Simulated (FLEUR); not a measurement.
## TiAl: band structure with SCAN

TiAl:

```
CELL_PARAMETERS angstrom
2.86726 0.00000 0.00000
-1.43363 2.48312 0.00000
0.00000 0.00000 4.67808
ATOMIC_POSITIONS crystal
Ti 0.00000 0.00000 0.00000
Al 0.33333 0.66667 0.50000
```

The cell comes from a database or a generator and needn't be the stable form of this composition.

```
Program                  : FLEUR MaX-R8.1 (later development tree)
Task                     : band structure
Functional               : SCAN
Potentials or basis      : all-electron
Basis                    : FLAPW
Kmax                     : 4.17 1/bohr
k mesh                   : 11 × 11 × 6
Occupations              : fermi-dirac, width 0.05 eV
Spin                     : no spin polarisation
Gmax                     : 12.9 1/bohr
Muffin-tin radii         : Ti 2.51, Al 2.35 bohr
lmax                     : Ti 10, Al 9
lnonsphr                 : Ti 10, Al 9
Local orbitals a species : Ti 5, Al 4
Max iterations           : 80
Mixing factor            : 0.05
Mixer                    : Anderson
Mixer history            : 30
Density convergence      : 0.0001 me/bohr^3
```

```json
{
  "Band gap along the path": "none (metal or under the smearing width)",
  "Valence electrons inside the program's atomic spheres": "Ti 10.58; Al 9.54 (radii Ti 2.51, Al 2.35 bohr)"
}
```

Levels at the corners of the path, in eV from the Fermi level:
```
point  band 8  band 9  band 10  band 11  band 12  band 13  band 14  band 15
    Γ  -33.73   -9.21    -2.45    -1.91     1.41     1.41     3.07     3.07
    M  -33.87   -3.80    -2.86    -1.50    -0.99     2.37     4.23     4.26
    K  -34.05   -2.03    -1.79    -1.66    -0.47     0.15     2.08     3.04
    Γ  -33.73   -9.21    -2.45    -1.91     1.41     1.41     3.07     3.07
    A  -33.73   -8.26    -5.54    -0.40     1.42     1.42     2.99     2.99
    L  -33.87   -3.66    -2.47    -1.89     0.46     1.08     2.17     3.21
    H  -34.06   -1.93    -1.90    -0.71    -0.69     0.01     1.39     3.53
    A  -33.73   -8.26    -5.54    -0.40     1.42     1.42     2.99     2.99
    L  -33.87   -3.66    -2.47    -1.89     0.46     1.08     2.17     3.21
    M  -33.87   -3.80    -2.86    -1.50    -0.99     2.37     4.23     4.26
    K  -34.05   -2.03    -1.79    -1.66    -0.47     0.15     2.08     3.04
    H  -34.06   -1.93    -1.90    -0.71    -0.69     0.01     1.39     3.53
```

Core levels (eV from the Fermi level):
| atom | levels |
| --- | --- |
| 1 Ti | 1s1/2 -4863.0, 2s1/2 -531.3, 2p1/2 -442.2, 2p3/2 -436.5 |
| 2 Al | 1s1/2 -1505.2 |

Run time: 100 s on 1 thread of Arm Neoverse V1 (shared host), peak memory 0.1 GiB.

Caveat: the meta-GGA is that of a development version, with a GGA for the radial functions and cores and without core tails.
